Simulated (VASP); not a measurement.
# SnTe (zincblende): a PBE single-point calculation in VASP

INCAR

```
NSW = 0
ISIF = 2
LCHARG = .FALSE.
EDIFF = 1E-7
GGA = PE
LWAVE = .FALSE.
NELM = 120
ISMEAR = -1
LREAL = .FALSE.
NBANDS = 17
ENCUT = 520
IBRION = -1
PREC = Accurate
SIGMA = 0.02
LASPH = .TRUE.
```

KPOINTS

```
KPOINTS created by Atomic Simulation Environment
0
Gamma
6 6 6
0 0 0
```

KPOINTS_OPT

```
special points
8
Reciprocal
0.0000000000 0.0000000000 0.0000000000 1
-0.5000000000 -0.5000000000 0.0000000000 1
-0.3750000000 -0.3750000000 0.2500000000 1
-0.3750000000 0.0000000000 0.3750000000 1
0.0000000000 0.0000000000 0.5000000000 1
-0.5000000000 -0.2500000000 0.2500000000 1
0.2500000000 -0.5000000000 -0.2500000000 1
0.0000000000 0.5000000000 0.5000000000 1
```

POSCAR

```
Sn Te
 1.0000000000000000
    -0.0000000000000000    3.5839840091812012    3.5839840091812012
     3.5839840091812012   -0.0000000000000000    3.5839840091812012
     3.5839840091812012    3.5839840091812012   -0.0000000000000000
 Sn  Te
   1   1
Cartesian
 -0.0000000000000000 -0.0000000000000000 -0.0000000000000000
  1.7919920045906006  1.7919920045906006  1.7919920045906006
```

VASP ran with the recommended PBE PAW datasets (20 valence electrons in the cell).

Command

```
mpirun -np 1 vasp_std
```

OSZICAR

```
N       E                     dE             d eps       ncg     rms          rms(c)
DAV:   1     0.127965665420E+03    0.12797E+03   -0.91678E+03   545   0.117E+03
DAV:   2     0.638887141031E+01   -0.12158E+03   -0.11852E+03   552   0.312E+02
DAV:   3    -0.677377137609E+01   -0.13163E+02   -0.13023E+02   669   0.958E+01
DAV:   4    -0.718270287420E+01   -0.40893E+00   -0.40873E+00   626   0.174E+01
DAV:   5    -0.720117524106E+01   -0.18472E-01   -0.18472E-01   774   0.360E+00    0.461E+00
DAV:   6    -0.706146936189E+01    0.13971E+00   -0.35225E-01   692   0.273E+00    0.300E+00
DAV:   7    -0.705840294333E+01    0.30664E-02   -0.87179E-02   570   0.111E+00    0.108E+00
DAV:   8    -0.705983708763E+01   -0.14341E-02   -0.10583E-02   613   0.697E-01    0.248E-01
DAV:   9    -0.706052801631E+01   -0.69093E-03   -0.23057E-03   563   0.305E-01    0.677E-02
DAV:  10    -0.706069515103E+01   -0.16713E-03   -0.39884E-04   605   0.106E-01    0.423E-02
DAV:  11    -0.706084653287E+01   -0.15138E-03   -0.26908E-04   550   0.714E-02    0.424E-02
DAV:  12    -0.706084709863E+01   -0.56576E-06   -0.75042E-06   647   0.171E-02    0.201E-02
DAV:  13    -0.706084827289E+01   -0.11743E-05   -0.40254E-06   553   0.854E-03    0.474E-03
DAV:  14    -0.706084838601E+01   -0.11312E-06   -0.44233E-07   640   0.584E-03    0.357E-03
DAV:  15    -0.706084859528E+01   -0.20927E-06   -0.57981E-08   421   0.119E-03    0.208E-03
DAV:  16    -0.706084868517E+01   -0.89888E-07   -0.23939E-08   445   0.964E-04
   1 F= -.70608487E+01 E0= -.70608214E+01  d E =-.545215E-04
       N       E                     dE             ncg
DAV:   1    -0.409647289521E+03   -0.46480E+04      272
DAV:   2    -0.131127083362E+04   -0.90162E+03      280
DAV:   3    -0.139356256722E+04   -0.82292E+02      360
DAV:   4    -0.139585013479E+04   -0.22876E+01      301
DAV:   5    -0.139596146248E+04   -0.11133E+00      403
DAV:   6    -0.139596353004E+04   -0.20676E-02      372
DAV:   7    -0.139596356831E+04   -0.38270E-04      388
DAV:   8    -0.139596356873E+04   -0.42134E-06      356
DAV:   9    -0.139596356874E+04   -0.70470E-08      265
```

From OUTCAR

```
k-points           NKPTS =     16   k-points in BZ     NKDIM =     16   number of bands    NBANDS=     17

   NELECT =      20.0000    total number of electrons

   dimension x,y,z NGX =    40 NGY =   40 NGZ =   40
   dimension x,y,z NGXF=    80 NGYF=   80 NGZF=   80

  energy-cutoff  :      520.00
  volume of cell :       92.07
      direct lattice vectors                 reciprocal lattice vectors
     0.000000000  3.583984009  3.583984009    -0.139509551  0.139509551  0.139509551
     3.583984009  0.000000000  3.583984009     0.139509551 -0.139509551  0.139509551
     3.583984009  3.583984009  0.000000000     0.139509551  0.139509551 -0.139509551

 k-points in reciprocal lattice and weights: KPOINTS created by Atomic Simulation Env
   0.00000000  0.00000000  0.00000000       0.005
   0.16666667  0.00000000  0.00000000       0.037
   0.33333333  0.00000000  0.00000000       0.037
   0.50000000  0.00000000  0.00000000       0.019
   0.16666667  0.16666667  0.00000000       0.028
   0.33333333  0.16666667  0.00000000       0.111
   0.50000000  0.16666667  0.00000000       0.111
  -0.33333333  0.16666667  0.00000000       0.111
   ...

 E-fermi :   3.3612

 k-point     1 :       0.0000    0.0000    0.0000
  band No.  band energies     occupation
      1     -18.4312      2.00000
      2     -18.4312      2.00000
      3     -18.4312      2.00000
      4     -18.4212      2.00000
      5     -18.4212      2.00000
      6      -8.2659      2.00000
      7      -1.7440      2.00000
      8       1.3919      2.00000
      9       1.3919      2.00000
     10       1.3919      2.00000
     11       4.3683      0.00000
     12       4.3683      0.00000
     13       4.3683      0.00000
     14       7.4983      0.00000
     15       9.8139      0.00000
     16       9.8139      0.00000
     17      10.9891      0.00000

 k-point     2 :       0.1667    0.0000    0.0000
  band No.  band energies     occupation
      1     -18.4316      2.00000
      2     -18.4308      2.00000
      3     -18.4308      2.00000
      4     -18.4212      2.00000
      5     -18.4212      2.00000
      6      -8.1458      2.00000
      7      -2.3112      2.00000
      8       1.2252      2.00000
      9       1.2252      2.00000
     10       1.5137      2.00000
     11       4.6453      0.00000
     12       4.6453      0.00000
     13       4.6455      0.00000
     14       8.2874      0.00000
     15       9.3010      0.00000
     16       9.3010      0.00000
     17      10.5170      0.00000

 k-point     3 :       0.3333    0.0000    0.0000
  band No.  band energies     occupation
      1     -18.4323      2.00000
      2     -18.4301      2.00000
      3     -18.4301      2.00000
      4     -18.4210      2.00000
      5     -18.4210      2.00000
      6      -7.8659      2.00000
      7      -3.2486      2.00000
      8       0.9569      2.00000
      9       0.9569      2.00000
     10       1.4125      2.00000
     11       5.0551      0.00000
     12       5.0551      0.00000
     13       5.8412      0.00000
     14       8.8807      0.00000
     15       9.4489      0.00000
     16       9.4489      0.00000
     17      10.8020      0.00000

 k-point     4 :       0.5000    0.0000    0.0000
  band No.  band energies     occupation
      1     -18.4327      2.00000
      2     -18.4297      2.00000
      3     -18.4297      2.00000
      4     -18.4210      2.00000
      5     -18.4210      2.00000
      6      -7.6974      2.00000
      7      -3.6829      2.00000
      8       0.8440      2.00000
      9       0.8440      2.00000
     10       1.3094      2.00000
     11       5.1847      0.00000
     12       5.1847      0.00000
     13       6.8713      0.00000
     14       9.0442      0.00000
     15       9.7881      0.00000
     16      10.3042      0.00000
     17      10.3042      0.00000

 k-point     5 :       0.1667    0.1667    0.0000
  band No.  band energies     occupation
      1     -18.4322      2.00000
      2     -18.4304      2.00000
      3     -18.4304      2.00000
      4     -18.4214      2.00000
      5     -18.4209      2.00000
      6      -8.1045      2.00000
      7      -2.4517      2.00000
      8       0.9734      2.00000
      9       0.9734      2.00000
     10       2.0542      2.00000
     11       3.9395      0.00000
     12       5.0882      0.00000
     13       5.0882      0.00000
     14       8.3622      0.00000
     15       8.6322      0.00000
     16      10.0866      0.00000
     17      11.5609      0.00000

 k-point     6 :       0.3333    0.1667    0.0000
  band No.  band energies     occupation
      1     -18.4329      2.00000
      2     -18.4298      2.00000
      3     -18.4297      2.00000
      4     -18.4214      2.00000
      5     -18.4208      2.00000
      6      -7.8711      2.00000
      7      -3.1823      2.00000
      8       0.5361      2.00000
      9       0.7004      2.00000
     10       2.3396      2.00000
     11       4.1626      0.00000
     12       5.6194      0.00000
     13       5.7605      0.00000
     14       8.3241      0.00000
     15       9.5678      0.00000
     16      10.2143      0.00000
     17      11.3976      0.00000

 k-point     7 :       0.5000    0.1667    0.0000
  band No.  band energies     occupation
      1     -18.4330      2.00000
      2     -18.4295      2.00000
      3     -18.4293      2.00000
      4     -18.4212      2.00000
      5     -18.4208      2.00000
      6      -7.6454      2.00000
      7      -3.7364      2.00000
      8       0.1344      2.00000
      9       0.6416      2.00000
     10       2.3138      2.00000
     11       4.8799      0.00000
     12       5.6875      0.00000
     13       6.3745      0.00000
     14       8.9491      0.00000
     15       9.6798      0.00000
     16      10.4044      0.00000
     17      10.6454      0.00000

 k-point     8 :      -0.3333    0.1667    0.0000
  band No.  band energies     occupation
      1     -18.4327      2.00000
      2     -18.4296      2.00000
      3     -18.4296      2.00000
      4     -18.4211      2.00000
      5     -18.4210      2.00000
      6      -7.7050      2.00000
      7      -3.6012      2.00000
      8       0.0980      2.00000
      9       0.8296      2.00000
     10       2.2521      2.00000
     11       5.1493      0.00000
     12       5.3616      0.00000
     13       6.0811      0.00000
     14       9.1117      0.00000
     15       9.1278      0.00000
     16      10.0873      0.00000
     17      11.0005      0.00000

 k-point     9 :      -0.1667    0.1667    0.0000
  band No.  band energies     occupation
      1     -18.4322      2.00000
      2     -18.4304      2.00000
      3     -18.4301      2.00000
      4     -18.4212      2.00000
      5     -18.4210      2.00000
      6      -7.9681      2.00000
      7      -2.9159      2.00000
      8       0.5234      2.00000
      9       1.1316      2.00000
     10       2.0201      2.00000
     11       4.6931      0.00000
     12       4.8389      0.00000
     13       5.4714      0.00000
     14       8.7388      0.00000
     15       9.1348      0.00000
     16       9.4497      0.00000
     17      11.4348      0.00000

 k-point    10 :       0.3333    0.3333    0.0000
  band No.  band energies     occupation
      1     -18.4341      2.00000
      2     -18.4288      2.00000
      3     -18.4288      2.00000
      4     -18.4218      2.00000
      5     -18.4205      2.00000
      6      -7.7147      2.00000
      7      -3.5430      2.00000
      8       0.3942      2.00000
      9       0.3942      2.00000
     10       2.6469      2.00000
     11       3.5800      0.00004
     12       6.4756      0.00000
     13       6.4756      0.00000
     14       7.9162      0.00000
     15      10.4353      0.00000
     16      10.8892      0.00000
     17      12.8367      0.00000

 k-point    11 :       0.5000    0.3333    0.0000
  band No.  band energies     occupation
      1     -18.4343      2.00000
      2     -18.4286      2.00000
      3     -18.4284      2.00000
      4     -18.4218      2.00000
      5     -18.4205      2.00000
      6      -7.5297      2.00000
      7      -3.9259      2.00000
      8      -0.0181      2.00000
      9       0.3094      2.00000
     10       2.8354      2.00000
     11       3.9837      0.00000
     12       6.5904      0.00000
     13       6.7449      0.00000
     14       8.6135      0.00000
     15      10.0044      0.00000
     16      10.8234      0.00000
     17      12.0903      0.00000

 ...

  Total        0.3076688      0.3076688      0.3076688     -0.0000000      0.0000000     -0.0000000
  in kB        5.3538462      5.3538462      5.3538462     -0.0000000      0.0000000     -0.0000000
  external PRESSURE =       5.3538462 kB  Pullay stress =       0.0000000 kB

 POSITION                                       TOTAL-FORCE (eV/Angst)
 -----------------------------------------------------------------------------------
      0.00000      0.00000      0.00000        -0.000000     -0.000000     -0.000000
      1.79199      1.79199      1.79199         0.000000      0.000000      0.000000
 -----------------------------------------------------------------------------------
    total drift:                               -0.000000     -0.000000     -0.000000

  FREE ENERGIE OF THE ION-ELECTRON SYSTEM (eV)
  ---------------------------------------------------
  free  energy   TOTEN  =        -7.0608486852 eV

  energy  without entropy=       -7.0607941637  energy(sigma->0) =       -7.06082142
```

```json
{"gap between bands v and c": "0.02 eV", "least direct gap": "0.77 eV", "pressure": "0.5 GPa"}
```

Band v is the last that the valence electrons fill when counted band by band, and c is the next.

The run took about 49 s on one core of a shared host (Intel Xeon Platinum 8488C) and held 0.26 GiB at most.
